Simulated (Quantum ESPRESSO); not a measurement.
**HgTe (Coloradoite) under changes of volume**

One of the cells (33.215 Å³/atom); the others are scaled copies at fixed shape and fractional positions:

```xyz
2
Lattice="0.0000 3.2145 3.2145 3.2145 0.0000 3.2145 3.2145 3.2145 0.0000" Properties=species:S:1:pos:R:3 pbc="T T T"
Hg    0.0000    0.0000    0.0000
Te    4.8217    4.8217    4.8217
```

| Quantity | Value |
| --- | --- |
| Program | Quantum ESPRESSO 7.5 |
| Functional | PBE |
| Dispersion | D3(BJ) |
| Potentials or basis | PseudoDojo 0.4.1 SR PBE standard |
| Cutoff | 1088 eV |
| Density cutoff | 4354 eV |
| k mesh | 7 × 7 × 7 |
| Occupations | fermi-dirac, width 0.05 eV |
| Spin | no spin polarisation |

```tsv
volume (Å³/atom)	energy over the lowest point (meV/atom)	pressure (GPa)
31.223	73.40	6.6
31.887	49.05	5.1
32.551	?	?
33.215	16.57	2.7
33.880	7.26	1.7
34.544	1.86	0.8
35.208	0.00	0.0
```

Task: What does the run at 32.551 Å³/atom give?

Result: Energy over the lowest point 30.32 meV/atom; pressure 3.9 GPa.

Worked out: A Birch-Murnaghan fit of order 3 (a polynomial in V^(-2/3)) to the other rows has its minimum at 35.26 Å³/atom, just outside them, with B0 = V·E''(V) = 39 GPa and B' = 5.3. It gives 30.32 meV/atom at 32.551 Å³/atom, against the run's 30.32, and -dE/dV = 3.9 GPa, against 3.9.

Energies are extrapolated to zero smearing.

Caveats: pairwise dispersion overbinds metals, which lowers pressure and volume.
